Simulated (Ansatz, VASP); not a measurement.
## TaInSe3: VASP beside Ansatz

Wanted: the spread between two codes on one cell, functional and k mesh. The cell is generated by rule, not measured, and may not be a known phase. The cell is taken from a series of runs on this material, whose earlier steps may have relaxed, scaled, displaced or heated it; both programs get it as it stands.

Program: Ansatz 0.2.0. Level of theory: plane waves, with VASP 6.6.1 beside it; zone-centre phonons at PBEsol. Results are calculated unless marked as measured.

The structure was built from a prototype and need not be the compound's stable phase.

### Step 1. Set-up

It takes space group P4mm (No. 99, tetragonal). The conventional cell has a = 5.033 Å, b = 5.033 Å, c = 5.023 Å, α = 90.00°, β = 90.00°, γ = 90.00°. In has 4 Se at 3.25 Å nearest. Nearest to Ta lie 6 Se at 2.47 to 2.55 Å. Se has 2 Ta at 2.52 Å and 2 In at 3.25 Å nearest. Nearest to Se lie 2 Ta at 2.47 to 2.55 Å. Farther neighbours and most contacts between anions are not listed.

### Step 2. VASP: zone-centre phonons, PBEsol

Second derivatives magnify differences that forces hide, and they need a tight electronic threshold.

Lines of VASP's logs that name or quote its potential files are left out, and so is its time.

File INCAR:

```
SYSTEM = TaInSe3
PREC = Accurate
ENCUT = 500
EDIFF = 1E-08
NELM = 120
ISMEAR = 1
SIGMA = 0.15
LREAL = .FALSE.
ALGO = Normal
GGA = PS
NBANDS = 27
LASPH = .TRUE.
LORBIT = 11
LWAVE = .FALSE.
LCHARG = .FALSE.
ISIF = 2
IBRION = 8
GGA_COMPAT = .FALSE.
KPAR = 2
```

File POSCAR:

```
TaInSe3
1.0
    5.0325283864      0.0000000000      0.0000000000
    0.0000000000      5.0226599116      0.0000000000
    0.0000000000      0.0000000000      5.0325283864
In Ta Se
1 1 3
Direct
    0.0000000000      0.0621627887      0.0000000000
    0.5000000000      0.4909979072      0.5000000000
    0.5000000000      0.4729088227      0.0000000000
    0.5000000000      0.9828861063      0.5000000000
    0.0000000000      0.4729088227      0.5000000000
```

File KPOINTS:

```
Automatic mesh
0
Gamma
6 6 6
0 0 0
```

Potentials, in the order of the species: In_d, Ta_pv and Se (PBE family, release 64).

Started as:

```console
$ mpirun -np 2 vasp_std
```

Numbers of over 12 decimals in the logs are rounded to 6 here.

The log of the run:

```text
[banner, memory and clock lines left out]
running    2 mpi-ranks, on    1 nodes
 distrk:  each k-point on    1 cores,    2 groups
 distr:  one band on    1 cores,    1 groups

 POSCAR found type information on POSCAR InTaSe
 POSCAR found :  3 types and       5 ions
|                                                                             |
|               ----> ADVICE to this user running VASP <----                  |
|                                                                             |
|     You enforced a specific xc type in the INCAR file but a different       |
|     [... a line on the potential file left out ...]
|     I HOPE YOU KNOW WHAT YOU ARE DOING!                                     |
|                                                                             |

 LDA part: xc-table for (Slater+PW92), standard interpolation
 POSCAR, INCAR and KPOINTS ok, starting setup
 FFT: planning ... GRIDC
 FFT: planning ... GRID_SOFT
 FFT: planning ... GRID
 WAVECAR not read
 entering main loop
       N       E                     dE             d eps       ncg     rms          rms(c)
DAV:   1     0.355574600154E+03    0.35557E+03   -0.18717E+04  2176   0.154E+03
DAV:   2     0.963971983146E+01   -0.34593E+03   -0.33656E+03  2265   0.383E+02
DAV:   3    -0.292660481181E+02   -0.38906E+02   -0.37721E+02  2805   0.123E+02
DAV:   4    -0.308996104796E+02   -0.16336E+01   -0.16225E+01  2572   0.246E+01
DAV:   5    -0.309518351134E+02   -0.52225E-01   -0.52125E-01  3184   0.479E+00    0.161E+01
DAV:   6    -0.290906989432E+02    0.18611E+01   -0.12414E+01  2464   0.177E+01    0.658E+00
DAV:   7    -0.289006501242E+02    0.19005E+00   -0.21309E+00  2828   0.770E+00    0.478E+00
DAV:   8    -0.288406074035E+02    0.60043E-01   -0.26224E-01  2719   0.347E+00    0.405E-01
DAV:   9    -0.288412084314E+02   -0.60103E-03   -0.21240E-02  2832   0.114E+00    0.251E-01
DAV:  10    -0.288411168244E+02    0.91607E-04   -0.14137E-03  3279   0.309E-01    0.164E-01
DAV:  11    -0.288411606529E+02   -0.43828E-04   -0.29945E-04  2631   0.847E-02    0.369E-02
DAV:  12    -0.288411588874E+02    0.17655E-05   -0.11447E-04  2540   0.669E-02    0.143E-02
DAV:  13    -0.288411577915E+02    0.10959E-05   -0.79859E-06  2902   0.199E-02    0.715E-03
DAV:  14    -0.288411576510E+02    0.14055E-06   -0.22364E-06  3030   0.101E-02    0.131E-03
DAV:  15    -0.288411577045E+02   -0.53461E-07   -0.20565E-07  2702   0.325E-03    0.596E-04
DAV:  16    -0.288411576774E+02    0.27014E-07   -0.45465E-08  2143   0.129E-03    0.314E-04
DAV:  17    -0.288411576707E+02    0.67621E-08   -0.42549E-09  1368   0.558E-04
   1 F= -.28841158E+02 E0= -.28843037E+02  d E =0.563861E-02
 Linear response reoptimize wavefunctions to high precision
DAV:   1    -0.288411576684E+02    0.22706E-08   -0.94626E-10  1389   0.360E-04
DAV:   2    -0.288411576686E+02   -0.15643E-09   -0.35759E-10  1317   0.156E-04
DAV:   3    -0.288411576686E+02   -0.43656E-10   -0.14876E-10  1278   0.116E-04
 Linear response DOF=           9
 Linear response progress:
  Degree of freedom:   1/  9
       N       E                     dE             d eps       ncg     rms          rms(c)
RMM:   1    -0.237887079807E+00   -0.23789E+00   -0.20036E-01  5855   0.281E+00
RMM:   2    -0.240279388815E+00   -0.23923E-02   -0.80913E-03  6681   0.543E-01    0.554E-02
RMM:   3    -0.240138098195E+00    0.14129E-03   -0.11068E-03  7409   0.157E-01    0.180E-02
RMM:   4    -0.240041940845E+00    0.96157E-04   -0.11078E-04  7944   0.466E-02    0.123E-02
RMM:   5    -0.240013785891E+00    0.28155E-04   -0.14708E-05  7924   0.168E-02    0.437E-03
RMM:   6    -0.240012907055E+00    0.87884E-06   -0.28285E-06  8213   0.692E-03    0.139E-03
RMM:   7    -0.240019567241E+00   -0.66602E-05   -0.12740E-06  8422   0.317E-03    0.489E-04
RMM:   8    -0.240021552939E+00   -0.19857E-05   -0.30424E-07  8209   0.159E-03    0.184E-04
RMM:   9    -0.240022167290E+00   -0.61435E-06   -0.32315E-07  8637   0.823E-04    0.514E-05
RMM:  10    -0.240021762145E+00    0.40515E-06   -0.68827E-08  8504   0.472E-04    0.361E-05
RMM:  11    -0.240021816380E+00   -0.54235E-07   -0.83704E-09  8862   0.279E-04    0.155E-05
RMM:  12    -0.240021789371E+00    0.27009E-07   -0.45976E-08  8546   0.199E-04    0.162E-05
RMM:  13    -0.240021959233E+00   -0.16986E-06   -0.46855E-08  8705   0.160E-04    0.214E-05
RMM:  14    -0.240021883060E+00    0.76173E-07   -0.47455E-08  8587   0.132E-04    0.359E-06
RMM:  15    -0.240021892014E+00   -0.89535E-08   -0.34643E-09  8474   0.116E-04    0.184E-06
 first order change of Fermi-energy   0.52483E-04
 force on displaced ion       1 direction 1 :  -0.115  -0.000   0.000
 Linear response progress:
  Degree of freedom:   2/  9
       N       E                     dE             d eps       ncg     rms          rms(c)
RMM:   1    -0.237652585391E+00   -0.23765E+00   -0.19903E-01  2879   0.284E+00
[...]
RMM:   1    -0.167348690769E+00   -0.16735E+00    0.12453E+01  2473   0.206E+01
RMM:   2    -0.198655561741E+00   -0.31307E-01   -0.41966E-02  3479   0.119E+00    0.134E-01
RMM:   3    -0.198080584501E+00    0.57498E-03   -0.24645E-03  4130   0.229E-01    0.694E-02
RMM:   4    -0.197592129075E+00    0.48846E-03   -0.52767E-04  4081   0.107E-01    0.205E-02
RMM:   5    -0.197475637478E+00    0.11649E-03   -0.90217E-05  4400   0.406E-02    0.111E-02
[...]
N       E                     dE             d eps       ncg     rms          rms(c)
RMM:   1    -0.896502846072E-01   -0.89650E-01    0.56940E-02  7264   0.104E+00
RMM:   2    -0.883520164429E-01    0.12983E-02   -0.57220E-03  6260   0.359E-01    0.385E-02
RMM:   3    -0.885435191832E-01   -0.19150E-03   -0.88010E-04  6221   0.148E-01    0.217E-02
RMM:   4    -0.887145042477E-01   -0.17099E-03   -0.12339E-04  6409   0.483E-02    0.911E-03
RMM:   5    -0.887765186634E-01   -0.62014E-04   -0.13728E-05  6603   0.167E-02    0.367E-03
RMM:   6    -0.887781350543E-01   -0.16164E-05   -0.19816E-06  6771   0.575E-03    0.111E-03
RMM:   7    -0.887793709691E-01   -0.12359E-05   -0.32007E-07  6718   0.197E-03    0.441E-04
RMM:   8    -0.887793481367E-01    0.22832E-07   -0.73045E-08  6702   0.798E-04    0.151E-04
RMM:   9    -0.887798618775E-01   -0.51374E-06    0.35678E-08  7082   0.359E-04    0.660E-05
RMM:  10    -0.887798344421E-01    0.27435E-07    0.11499E-07  6942   0.174E-04    0.409E-05
RMM:  11    -0.887797871501E-01    0.47292E-07   -0.11407E-07  7324   0.115E-04    0.118E-05
RMM:  12    -0.887797723370E-01    0.14813E-07    0.18779E-07  6758   0.948E-05    0.137E-05
RMM:  13    -0.887797751793E-01   -0.28423E-08   -0.12324E-07  7160   0.849E-05    0.736E-06
RMM:  14    -0.887797729491E-01    0.22302E-08    0.21104E-07  6405   0.826E-05    0.259E-06
[...]
RMM:  18    -0.887797762289E-01   -0.38155E-11    0.18979E-07  4289   0.806E-05    0.148E-06
RMM:  19    -0.887797765921E-01   -0.36319E-09   -0.21057E-07  4250   0.801E-05    0.797E-07
RMM:  20    -0.887797768553E-01   -0.26316E-09    0.17497E-07  4191   0.805E-05    0.122E-06
RMM:  21    -0.887797769518E-01   -0.96485E-10   -0.21544E-07  4142   0.804E-05    0.805E-07
RMM:  22    -0.887797771455E-01   -0.19370E-09    0.18649E-07  4128   0.807E-05    0.112E-06
RMM:  23    -0.887797772296E-01   -0.84154E-10   -0.12200E-07  4068   0.802E-05    0.765E-07
RMM:  24    -0.887797774493E-01   -0.21966E-09    0.18209E-07  4020   0.808E-05    0.108E-06
RMM:  25    -0.887797774724E-01   -0.23107E-10   -0.99612E-08  4006   0.803E-05    0.801E-07
 first order change of Fermi-energy   0.12155E+00
 force on displaced ion       3 direction 2 :   0.000  -1.452   0.000
 Linear response progress:
  Degree of freedom:   7/  9
       N       E                     dE             d eps       ncg     rms          rms(c)
RMM:   1    -0.957959906387E-01   -0.95796E-01    0.88169E-02  9361   0.132E+00
RMM:   2    -0.937162695216E-01    0.20797E-02   -0.66591E-03  7790   0.365E-01    0.155E-01
RMM:   3    -0.939293179573E-01   -0.21305E-03   -0.20125E-03  7259   0.198E-01    0.758E-02
RMM:   4    -0.943721030614E-01   -0.44279E-03   -0.57465E-04  7618   0.957E-02    0.259E-02
RMM:   5    -0.944786241875E-01   -0.10652E-03   -0.79440E-05  7925   0.487E-02    0.584E-03
RMM:   6    -0.944938238495E-01   -0.15200E-04   -0.16388E-05  7551   0.173E-02    0.372E-03
RMM:   7    -0.944982700827E-01   -0.44462E-05   -0.28379E-06  8552   0.770E-03    0.535E-04
RMM:   8    -0.944999818284E-01   -0.17117E-05   -0.45387E-07  8512   0.248E-03    0.318E-04
RMM:   9    -0.945008598031E-01   -0.87797E-06   -0.24527E-09  8381   0.996E-04    0.901E-05
RMM:  10    -0.945011586389E-01   -0.29884E-06    0.15771E-08  8591   0.413E-04    0.436E-05
RMM:  11    -0.945010368135E-01    0.12183E-06    0.18700E-08  8995   0.196E-04    0.258E-05
RMM:  12    -0.945010905098E-01   -0.53696E-07    0.60835E-08  8876   0.117E-04    0.559E-06
RMM:  13    -0.945010845072E-01    0.60025E-08   -0.32563E-08  9225   0.864E-05    0.307E-06
 first order change of Fermi-energy  -0.45758E-04
 force on displaced ion       3 direction 3 :   0.000  -0.002 -11.522
 Linear response progress:
  Degree of freedom:   8/  9
       N       E                     dE             d eps       ncg     rms          rms(c)
RMM:   1    -0.893006684729E-01   -0.89301E-01    0.58254E-02  8979   0.101E+00
RMM:   2    -0.883308935129E-01    0.96977E-03   -0.41129E-03  7895   0.309E-01    0.301E-02
RMM:   3    -0.885273412338E-01   -0.19645E-03   -0.56571E-04  7688   0.109E-01    0.179E-02
RMM:   4    -0.887180690916E-01   -0.19073E-03   -0.98537E-05  8078   0.442E-02    0.645E-03
RMM:   5    -0.887437881549E-01   -0.25719E-04   -0.11876E-05  8453   0.144E-02    0.289E-03
RMM:   6    -0.887468757279E-01   -0.30876E-05   -0.16350E-06  8550   0.476E-03    0.925E-04
RMM:   7    -0.887460769407E-01    0.79879E-06   -0.18893E-07  8469   0.171E-03    0.294E-04
RMM:   8    -0.887465667979E-01   -0.48986E-06    0.14601E-08  8788   0.630E-04    0.857E-05
RMM:   9    -0.887466596635E-01   -0.92866E-07   -0.24879E-08  8783   0.279E-04    0.369E-05
RMM:  10    -0.887466631514E-01   -0.34879E-08   -0.19801E-07  8840   0.159E-04    0.127E-05
RMM:  11    -0.887466634072E-01   -0.25580E-09   -0.39420E-09  9244   0.115E-04    0.293E-06
 first order change of Fermi-energy   0.19032E-03
 force on displaced ion       4 direction 1 :  -1.335  -0.004   0.000
 Linear response progress:
  Degree of freedom:   9/  9
       N       E                     dE             d eps       ncg     rms          rms(c)
RMM:   1    -0.952430562518E-01   -0.95243E-01    0.92307E-02  4445   0.130E+00
RMM:   2    -0.938479600090E-01    0.13951E-02   -0.66687E-03  3914   0.348E-01    0.161E-01
RMM:   3    -0.940421705052E-01   -0.19421E-03   -0.21137E-03  3577   0.207E-01    0.805E-02
RMM:   4    -0.944644852526E-01   -0.42231E-03   -0.54181E-04  3747   0.933E-02    0.292E-02
RMM:   5    -0.945486487402E-01   -0.84163E-04   -0.60016E-05  3933   0.411E-02    0.153E-02
RMM:   6    -0.946142606792E-01   -0.65612E-04   -0.18686E-05  3900   0.210E-02    0.382E-03
RMM:   7    -0.946235456955E-01   -0.92850E-05   -0.35270E-06  3829   0.932E-03    0.224E-03
RMM:   8    -0.946240483750E-01   -0.50268E-06   -0.72740E-07  3938   0.372E-03    0.330E-04
RMM:   9    -0.946251114594E-01   -0.10631E-05   -0.16082E-07  4271   0.153E-03    0.217E-04
RMM:  10    -0.946258050896E-01   -0.69363E-06   -0.40503E-08  4230   0.572E-04    0.718E-05
RMM:  11    -0.946257391962E-01    0.65893E-07   -0.55763E-08  4421   0.246E-04    0.357E-05
RMM:  12    -0.946257677696E-01   -0.28573E-07    0.78836E-09  4309   0.145E-04    0.110E-05
RMM:  13    -0.946257757074E-01   -0.79378E-08   -0.21446E-07  4410   0.106E-04    0.449E-06
RMM:  14    -0.946257791973E-01   -0.34900E-08    0.52936E-08  4479   0.883E-05    0.259E-06
 first order change of Fermi-energy   0.70243E-01
 force on displaced ion       4 direction 2 :   0.000 -11.844  -0.000
 Linear response finished
```

(Continued in part 2 of 3.)

[Lines on the potential files, build, host, timing and source positions are cut from VASP's logs without a mark.]

[Logs are printed without paths, hosts, clocks, repeated set-up lines and the standing remarks that a program may print on its own settings, such as how far it seeks lower states.]

[Hosts, paths, dates, database ids (printed as entryN), source tags and the programs' standing remarks are cut or masked in the printed files.]
